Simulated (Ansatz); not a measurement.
# Sn (I4_1/amd) in Ansatz: a series of runs

The runs below take Sn through relaxation of cell and atoms, single point, with LDA, PBEsol, B3LYP.

Program: Ansatz 0.2.0. These are calculated values, not measurements. Logs are shortened: lines on timing, memory, paths and dates and some standing lists are left out, and cuts for length are marked.

**1. Starting point**

Symmetry: I4_1/amd, No. 141, tetragonal system. Conventional cell: a = 5.880 Å, b = 5.880 Å, c = 3.199 Å, α = 90.00°, β = 90.00°, γ = 90.00°. Sn (site symmetry -4m2) has 6 Sn at 3.05 to 3.20 Å as nearest neighbours.

**2. Relaxation of cell and atoms, LDA**

The input, input.yaml:

```yaml
crystal:
  lattice:
    - [-2.9401404553, 2.9401404553, 1.5993019889]
    - [2.9401404553, -2.9401404553, 1.5993019889]
    - [2.9401404553, 2.9401404553, -1.5993019889]
  atoms:
    - { symbol: Sn, position: [0.0, 0.0, 0.0] }
    - { symbol: Sn, position: [0.75, 0.25, 0.5] }
hamiltonian:
  xc: lda
  pseudopotentials: { kind: paw }
kpoints:
  mp_grid: { grid: [9, 9, 9] }
scf:
  occupations: { method: fermi_dirac, width: 0.05 }
output:
  forces: true
  stress: true
  write_density: true
  write_potential: true
  elf: true
  volumetric_format: npy
relax:
  f_tol: 0.01
  max_steps: 40
  cell: { stress_tol: 0.05 }
```

Potentials or basis: Ansatz PAW.

Run with:

```
$ ansatz run input.yaml --threads 2 --pin off --max-ram 5632MiB --backend cpu --events-out ev --progress --plain --runs-dir out
```

The log of the run:

```text
Warning: RAYON_NUM_THREADS=2 ignored (pool sized by the plan → 2); use --threads N
Engine: ansatz 0.2.0, x86_64-unknown-linux-gnu
Pseudopotentials: kind: paw
Pseudopotential: Sn, paw, valence charge 14, recommended cutoff 420 eV (normal), Sn.paw.azcp
Functional definition: SPW92
  exchange = slater_x
  correlation = pw_c
Crystal: 2 atoms, lattice volume = 55.300 Å³
Basis set: ecut = 420 eV, 1109 PW (Γ)
Bands: 18, of which v1, the nominal top of the filled ones, is band 14 counted from 1 (13 counted from 0)
Symmetry: 16 space group operations
Space group: I41/amd (ITA 141), of the structure as read, at distance tolerance 3.8e-5 Å
k-points: 75 of 729
Non-local potential: Sn, projectors of the file, l = 0: 2, l = 1: 2, l = 2: 2, l = 3: 2
PAW form: soft (Blöchl's): semilocal exchange-correlation on the pseudo side does not see the compensation charge
PAW frozen core: Sn, regenerated for the run's functional, and the local potential with it (the file was generated under x = pbe(κ = 0.804, μ = 0.2195149727645171), c = pbe(β = 0.06672455060314922))
PAW one-centre angular grid: Sn, 590 points (default); XC on 64 Gauss nodes
Initial density: superposition of atomic densities (neutral atoms: chi_scale 0, normalization atom), corrected by the library's trained network
Initial wavefunctions: pseudopotential atomic-orbital guess
Functional: x = slater, c = lda
SCF iter   1: F=—  HF=-11759.043711 eV  |F-HF|=—  |Δ(HF+E_count)|=         —  Δρ=6.47e-3  dr2=1.04e-2  ethr=1.77e-3  ⟨swp⟩=6.1  Hψ=6997  notcnv=0
preconditioner: auto → Kerker (q_TF=auto, 2.436 Å⁻¹)  [metal: Δε(μ)=0.046 eV  Ē_g=20.025 eV  σ=0.050 eV  W_gap=0.22  n_scr=16 (ndim 8)  ℏωp=26.4 eV  f_vac=0.000  D(μ)=0.87/eV (n_scr^D=4)]
SCF iter   2: F=—  HF=-11759.037748 eV  |F-HF|=—  |Δ(HF+E_count)|=   5.96e-3  Δρ=3.43e-3  dr2=3.08e-3  ethr=3.72e-5  ⟨swp⟩=2.2  Hψ=2477  notcnv=0
SCF iter   3: F=—  HF=-11759.036707 eV  |F-HF|=—  |Δ(HF+E_count)|=   1.04e-3  Δρ=4.93e-4  dr2=1.98e-4  ethr=1.10e-5  ⟨swp⟩=2.0  Hψ=2100  notcnv=0
SCF iter   4: F=—  HF=-11759.036662 eV  |F-HF|=—  |Δ(HF+E_count)|=   4.50e-5  Δρ=4.44e-4  dr2=5.43e-5  ethr=7.09e-7  ⟨swp⟩=2.0  Hψ=2404  notcnv=0
SCF iter   5: F=—  HF=-11759.036619 eV  |F-HF|=—  |Δ(HF+E_count)|=   4.37e-5  Δρ=5.37e-5  dr2=2.90e-6  ethr=1.94e-7  ⟨swp⟩=2.0  Hψ=2377  notcnv=0
SCF iter   6: F=—  HF=-11759.036618 eV  |F-HF|=—  |Δ(HF+E_count)|=   3.58e-7  Δρ=4.01e-5  dr2=1.07e-6  ethr=1.03e-8  ⟨swp⟩=1.0  Hψ=1350  notcnv=0
SCF iter   7: F=-11759.036618 eV  HF=-11759.036618 eV  |F-HF|=3.12e-8  |Δ(HF+E_count)|=   5.28e-7  Δρ=7.42e-6  dr2=2.93e-8  ethr=3.57e-10  ⟨swp⟩=7.0  Hψ=8792  notcnv=0
SCF 1 converged in 7 iterations: F = -11759.036618 eV  dr2 = 2.93e-8
relax step   1: F+E_penalty+E_count = -11759.03661785 eV  Δ(F+E_penalty+E_count) = +0.000e0 eV  max|allowed force component| = 6.939e-18 eV/Å  Δτ_max = 0.0000 Å  P = -2.857 GPa  Ω = 55.300 Å³  (7 SCF iters, dr2 threshold 1.00e-7 eV, accepted)
Crystal: 2 atoms, lattice volume = 51.230 Å³
Basis set: ecut = 420 eV, 1005 PW (Γ)
Initial density: handed on by an earlier stage of this run
Initial wavefunctions: those handed on with the density
iter 1 solved again at ethr=4.70e-6 eV; its pass at ethr=3.10e-3 eV (dr2=1.32e-3 eV) is discarded
SCF iter   1: F=—  HF=-11759.060397 eV  |F-HF|=—  |Δ(HF+E_count)|=         —  Δρ=1.97e-3  dr2=1.46e-3  ethr=4.70e-6  ⟨swp⟩=2.7  Hψ=9372  notcnv=0
preconditioner: auto → Kerker (q_TF=auto, 2.467 Å⁻¹)  [metal: Δε(μ)=0.020 eV  Ē_g=20.389 eV  σ=0.050 eV  W_gap=0.10  n_scr=16 (ndim 8)  ℏωp=27.5 eV  f_vac=0.000  D(μ)=0.95/eV (n_scr^D=4)]
SCF iter   2: F=—  HF=-11759.060303 eV  |F-HF|=—  |Δ(HF+E_count)|=   9.33e-5  Δρ=1.27e-3  dr2=5.77e-4  ethr=4.70e-6  ⟨swp⟩=1.6  Hψ=1731  notcnv=0
SCF iter   3: F=—  HF=-11759.060293 eV  |F-HF|=—  |Δ(HF+E_count)|=   9.83e-6  Δρ=2.24e-4  dr2=2.55e-5  ethr=2.06e-6  ⟨swp⟩=1.0  Hψ=1350  notcnv=0
SCF iter   4: F=—  HF=-11759.060291 eV  |F-HF|=—  |Δ(HF+E_count)|=   2.33e-6  Δρ=6.26e-5  dr2=2.63e-6  ethr=9.12e-8  ⟨swp⟩=2.0  Hψ=2402  notcnv=0
SCF iter   5: F=-11759.060291 eV  HF=-11759.060291 eV  |F-HF|=3.35e-8  |Δ(HF+E_count)|=   4.68e-7  Δρ=1.10e-5  dr2=8.84e-8  ethr=7.14e-10  ⟨swp⟩=7.1  Hψ=8419  notcnv=0
SCF 2 converged in 5 iterations: F = -11759.060291 eV  dr2 = 8.84e-8
relax step   2: F+E_penalty+E_count = -11759.06029065 eV  Δ(F+E_penalty+E_count) = -2.367e-2 eV  max|allowed force component| = 6.939e-18 eV/Å  Δτ_max = 0.0000 Å  P = +1.371 GPa  Ω = 51.230 Å³  energy of the carried Pulay correction = +6.526e-4 eV  (5 SCF iters, dr2 threshold 2.00e-7 eV, accepted)
Crystal: 2 atoms, lattice volume = 52.469 Å³
Basis set: ecut = 420 eV, 1021 PW (Γ)
iter 1 solved again at ethr=5.46e-7 eV; its pass at ethr=3.10e-3 eV (dr2=1.53e-4 eV) is discarded
SCF iter   1: F=—  HF=-11759.064933 eV  |F-HF|=—  |Δ(HF+E_count)|=         —  Δρ=6.65e-4  dr2=1.76e-4  ethr=5.46e-7  ⟨swp⟩=2.8  Hψ=9496  notcnv=0
preconditioner: auto → Kerker (q_TF=auto, 2.457 Å⁻¹)  [metal: Δε(μ)=0.017 eV  Ē_g=20.320 eV  σ=0.050 eV  W_gap=0.08  n_scr=16 (ndim 8)  ℏωp=27.1 eV  f_vac=0.000  D(μ)=1.00/eV (n_scr^D=4)]
SCF iter   2: F=—  HF=-11759.064919 eV  |F-HF|=—  |Δ(HF+E_count)|=   1.38e-5  Δρ=4.30e-4  dr2=6.94e-5  ethr=5.46e-7  ⟨swp⟩=1.0  Hψ=1350  notcnv=0
[... 16 lines left out ...]
eigensolver tolerance schedule: the retry pair's looser diagonalisation over-reported the residual by 801.34 of it (diagonalisation noise at 0.12 of the residual, at the tolerance the schedule requests for it); recorded, not acted on — ethr = c·dr2/N_el stays at c = 1.0e-1
preconditioner: auto → Kerker (q_TF=auto, 2.458 Å⁻¹)  [metal: Δε(μ)=0.035 eV  Ē_g=20.323 eV  σ=0.050 eV  W_gap=0.17  n_scr=16 (ndim 8)  ℏωp=27.2 eV  f_vac=0.000  D(μ)=1.01/eV (n_scr^D=4)]
SCF iter   2: F=—  HF=-11759.064546 eV  |F-HF|=—  |Δ(HF+E_count)|=   1.34e-6  Δρ=2.20e-5  dr2=4.77e-8  ethr=5.36e-10  ⟨swp⟩=2.3  Hψ=2423  notcnv=0
SCF iter   3: F=—  HF=-11759.064546 eV  |F-HF|=—  |Δ(HF+E_count)|=   2.22e-8  Δρ=3.77e-6  dr2=4.24e-9  ethr=1.70e-10  ⟨swp⟩=2.0  Hψ=2405  notcnv=0
SCF iter   4: F=—  HF=-11759.064546 eV  |F-HF|=—  |Δ(HF+E_count)|=  8.26e-10  Δρ=5.43e-7  dr2=1.39e-10  ethr=1.51e-11  ⟨swp⟩=2.2  Hψ=2412  notcnv=0
SCF iter   5: F=-11759.064546 eV  HF=-11759.064546 eV  |F-HF|=1.82e-12  |Δ(HF+E_count)|=  5.46e-12  Δρ=1.09e-7  dr2=6.80e-12  ethr=1.00e-12  ⟨swp⟩=6.1  Hψ=5493  notcnv=0
SCF 5 converged in 5 iterations: F = -11759.064546 eV  dr2 = 6.80e-12
relax step   5: F+E_penalty+E_count = -11759.06454625 eV  Δ(F+E_penalty+E_count) = +4.533e-4 eV  max|allowed force component| = 1.388e-17 eV/Å  Δτ_max = 0.0000 Å  P = -0.010 GPa  Ω = 52.361 Å³  stress off target by 5.41e-2 GPa  SCF on the basis re-selected at this cell (its energy is not comparable with the rows above)  (5 SCF iters)
basis re-selected at this cell: Δ(F+E_penalty+E_count) = +4.533e-4 eV, ΔP = -0.002 GPa vs the last step (what re-selecting the basis moved, of the pressure what is left beyond the Pulay correction that the steps carried, after the strain that the cell walked since its last selection, with what the two solves' SCF thresholds leave and, on support functions, any second-order correction that the steps lacked; it is no measure of the basis error at this ecutwfc). This SCF's stress stands 5.41e-2 GPa from its target on what of the cell is left free (relax.cell.stress_tol is 5.00e-2 GPa) and its largest allowed force component is 1.39e-17 eV/Å (relax.f_tol is 1.00e-2 eV/Å): not within both, so this SCF does not close the relaxation
Crystal: 2 atoms, lattice volume = 52.346 Å³
iter 1 solved again at ethr=2.90e-10 eV; its pass at ethr=3.10e-3 eV (dr2=8.13e-8 eV) is discarded
SCF iter   1: F=—  HF=-11759.064555 eV  |F-HF|=—  |Δ(HF+E_count)|=         —  Δρ=1.89e-5  dr2=2.47e-7  ethr=2.90e-10  ⟨swp⟩=3.0  Hψ=8956  notcnv=0
preconditioner: auto → Kerker (q_TF=auto, 2.458 Å⁻¹)  [metal: Δε(μ)=0.035 eV  Ē_g=20.324 eV  σ=0.050 eV  W_gap=0.17  n_scr=16 (ndim 8)  ℏωp=27.2 eV  f_vac=0.000  D(μ)=1.01/eV (n_scr^D=4)]
SCF iter   2: F=—  HF=-11759.064555 eV  |F-HF|=—  |Δ(HF+E_count)|=   4.34e-8  Δρ=1.25e-5  dr2=1.12e-7  ethr=2.90e-10  ⟨swp⟩=1.1  Hψ=1355  notcnv=0
SCF iter   3: F=-11759.064555 eV  HF=-11759.064555 eV  |F-HF|=4.55e-11  |Δ(HF+E_count)|=   3.60e-8  Δρ=1.28e-6  dr2=7.56e-10  ethr=2.61e-11  ⟨swp⟩=6.2  Hψ=7797  notcnv=0
SCF 6 converged in 3 iterations: F = -11759.064555 eV  dr2 = 7.56e-10
relax step   6: F+E_penalty+E_count = -11759.06455451 eV  Δ(F+E_penalty+E_count) = -8.262e-6 eV  max|allowed force component| = 3.469e-18 eV/Å  Δτ_max = 0.0000 Å  P = +0.005 GPa  Ω = 52.346 Å³  energy of the carried Pulay correction = +2.313e-6 eV  (3 SCF iters, dr2 threshold 7.32e-9 eV, accepted)
iter 1 solved again at ethr=4.31e-7 eV; its pass at ethr=3.10e-3 eV (dr2=1.21e-4 eV) is discarded
SCF iter   1: F=—  HF=-11759.064553 eV  |F-HF|=—  |Δ(HF+E_count)|=         —  Δρ=1.56e-6  dr2=9.35e-10  ethr=4.31e-7  ⟨swp⟩=2.7  Hψ=10025  notcnv=0
eigensolver tolerance schedule: the retry pair's looser diagonalisation over-reported the residual by 129208.20 of it (diagonalisation noise at an unbounded share of the residual, at the tolerance the schedule requests for it); recorded, not acted on — ethr = c·dr2/N_el stays at c = 1.0e-1
SCF iter   2: F=—  HF=-11759.064553 eV  |F-HF|=—  |Δ(HF+E_count)|=   4.79e-8  Δρ=8.31e-7  dr2=4.09e-10  ethr=3.34e-12  ⟨swp⟩=3.8  Hψ=3617  notcnv=0
SCF iter   3: F=—  HF=-11759.064553 eV  |F-HF|=—  |Δ(HF+E_count)|=  7.28e-12  Δρ=5.33e-7  dr2=1.84e-10  ethr=1.46e-12  ⟨swp⟩=2.0  Hψ=2275  notcnv=0
SCF iter   4: F=—  HF=-11759.064553 eV  |F-HF|=—  |Δ(HF+E_count)|=  1.82e-12  Δρ=2.51e-7  dr2=3.44e-11  ethr=1.00e-12  ⟨swp⟩=1.0  Hψ=1354  notcnv=0
SCF iter   5: F=-11759.064553 eV  HF=-11759.064553 eV  |F-HF|=1.82e-12  |Δ(HF+E_count)|=    0.00e0  Δρ=9.73e-8  dr2=3.02e-12  ethr=1.00e-12  ⟨swp⟩=5.7  Hψ=5260  notcnv=0
SCF 7 converged in 5 iterations: F = -11759.064553 eV  dr2 = 3.02e-12
relax step   7: F+E_penalty+E_count = -11759.06455307 eV  Δ(F+E_penalty+E_count) = +1.442e-6 eV  max|allowed force component| = 3.469e-18 eV/Å  Δτ_max = 0.0000 Å  P = +0.005 GPa  Ω = 52.346 Å³  stress off target by 1.02e-2 GPa  SCF on the basis re-selected at this cell (its energy is not comparable with the rows above)  (5 SCF iters)
basis re-selected at this cell: Δ(F+E_penalty+E_count) = +1.442e-6 eV, ΔP = -0.000 GPa vs the last step (what re-selecting the basis moved, of the pressure what is left beyond the Pulay correction that the steps carried, after the strain that the cell walked since its last selection, with what the two solves' SCF thresholds leave and, on support functions, any second-order correction that the steps lacked; it is no measure of the basis error at this ecutwfc). This SCF's stress stands 1.02e-2 GPa from its target on what of the cell is left free (relax.cell.stress_tol is 5.00e-2 GPa) and its largest allowed force component is 3.47e-18 eV/Å (relax.f_tol is 1.00e-2 eV/Å): within both
SCF converged after 5 iterations
Free energy (F): -11759.064553 eV
Harris-Foulkes:  -11759.064553 eV  (|F-HF|=1.82e-12)
Internal energy: -11759.056723 eV  (E = F + TS)
E sigma→0 (E₀):  -11759.060638 eV
Entropy (-TS):   -0.007830 eV (-3.915 meV/atom)
Fermi energy:    10.958763 eV
--- Per-component energies (eV) ---
  E_band       = -157.451987
  E_kinetic    = 376.998808
  E_local      = -1660.805112  (includes V_loc(G=0)·N_el)
  E_nonlocal   = -56.012851
  E_hartree    = 1045.183715
  E_xc         = -758.992206
  E_vxc        = -198.406544  (∫ρ·V_xc dr)
  E_paw        = -7989.297697  (= ΣΔE_a)
  E_vpaw       = -709.593768  (= ΣTr[D̂ρ^β])
  E_aug_tail   = -0.000001  (compensation charges beyond the density's cutoff)
  E_ewald      = -2716.981177
  E_core_change = 0.849796  (= ΣΔE_core)
  E_smearing   = -0.007830  (= −TS)
  E_closure    = 0.000000  (closes the sum)
  Σ components = -11759.064553   (vs F -11759.064553, Δ=0.00e0)
--- Forces (eV/Å), atoms counted from 1 ---
  atom   1  Sn     0.00000000     0.00000000     0.00000000
  atom   2  Sn     0.00000000     0.00000000     0.00000000
  max |Σ_I F_I| component: 3.47e-17 eV/Å
--- Stress (GPa, compression-positive) ---
        0.010209      -0.000000       0.000000
       -0.000000       0.010209      -0.000000
        0.000000      -0.000000      -0.005278
  P = ⅓ Tr σ = 0.0050 GPa (0.050 kbar)
--- Band table (eV; the first three rows and the last of 75) ---
  k-point 0: bands = ["-10.6499", "-10.5635", "-10.5110", "-10.5048", "-10.3225", "-10.3225", "-10.3113", "-10.3113", "-10.2190", "-10.1006", "-0.4937", "7.1945", "8.8493", "8.8493", "13.9518", "17.2152", "17.2152", "18.0886"]
  k-point 1: bands = ["-10.6385", "-10.5652", "-10.5113", "-10.5013", "-10.3280", "-10.3169", "-10.3086", "-10.3073", "-10.2258", "-10.1123", "-0.3799", "6.3030", "8.9861", "9.5267", "14.4745", "16.3076", "16.6063", "18.0153"]
  k-point 2: bands = ["-10.6053", "-10.5689", "-10.5271", "-10.4738", "-10.3459", "-10.3040", "-10.3033", "-10.2957", "-10.2447", "-10.1434", "-0.0385", "4.8966", "9.3927", "10.3991", "14.8450", "15.3948", "15.9323", "17.6755"]
  k-point 74: bands = ["-10.5763", "-10.5748", "-10.3838", "-10.3581", "-10.3476", "-10.3386", "-10.3183", "-10.3055", "-10.3028", "-10.2998", "2.8623", "3.2434", "6.0176", "6.4059", "16.2823", "16.2894", "19.7795", "20.2681"]
--- Relaxed structure (5 steps of the walk, 5 accepted, 2 SCFs on fresh bases) ---
  F+E_penalty+E_count = -11759.06455307 eV   max|allowed force component| = 3.469e-18 eV/Å   (the final SCF, on the basis selected at the relaxed cell)
  cell:  # Å, volume = 52.3457 Å³
    - [-2.8934515184911977, 2.8934515184911977, 1.563106664798527]
    - [2.8934515184911977, -2.8934515184911977, 1.563106664798527]
    - [2.8934515184911977, 2.8934515184911977, -1.563106664798527]
  atoms:
    - { symbol: Sn, position: [7.164575668064817e-36, -4.6057986437559537e-36, 2.558777024308863e-36] }
    - { symbol: Sn, position: [0.75, 0.24999999999999997, 0.5] }
```

Wall time 28 s (2 threads of Intel Xeon at 2.50GHz (Skylake/Cascade Lake), shared host); peak memory 0.39 GiB.

Results:

```yaml
Free_energy: -11759.0646 eV
Relaxed_volume: 26.17 Å³/atom
Relaxed_cell: a = 4.380 Å, b = 4.380 Å, c = 4.380 Å, α = 97.32°, β = 97.32°, γ = 138.19°
Space_group_after_relaxing_to_0.05_Å: I4_1/amd (No. 141)
Energy_gained_by_relaxing: 14.0 meV/atom
Ionic_steps: 7
Pressure_after_relaxing: 0.0 GPa
Band_gap_on_the_k_mesh: none (metal or under the smearing width)
```

The path:
| step | energy change (eV) | largest force (eV/Å) | volume (Å³) |
| --- | --- | --- | --- |
| 1 | 0.0000 | 0.0000 | 55.30 |
| 2 | -0.0237 | 0.0000 | 51.23 |
| 3 | -0.0283 | 0.0000 | 52.47 |
| 4 | -0.0284 | 0.0000 | 52.36 |
| 5 | -0.0279 | 0.0000 | 52.36 |
| 6 | -0.0279 | 0.0000 | 52.35 |
| 7 | -0.0279 | 0.0000 | 52.35 |

Final structure:
```
Sn
1.0
    -2.89345    2.89345    1.56311
     2.89345   -2.89345    1.56311
     2.89345    2.89345   -1.56311
Sn
2
Direct
  0.00000 0.00000 0.00000
  0.75000 0.25000 0.50000
```

Caveat: the plane-wave basis is chosen anew once the cell has moved, so the energies of steps on either side of that aren't comparable; the PAW data sets come from PBE, with cores solved anew for the run's functional, which leaves a small shift of forces and pressure.

(Part 1 of 2 ends here.)
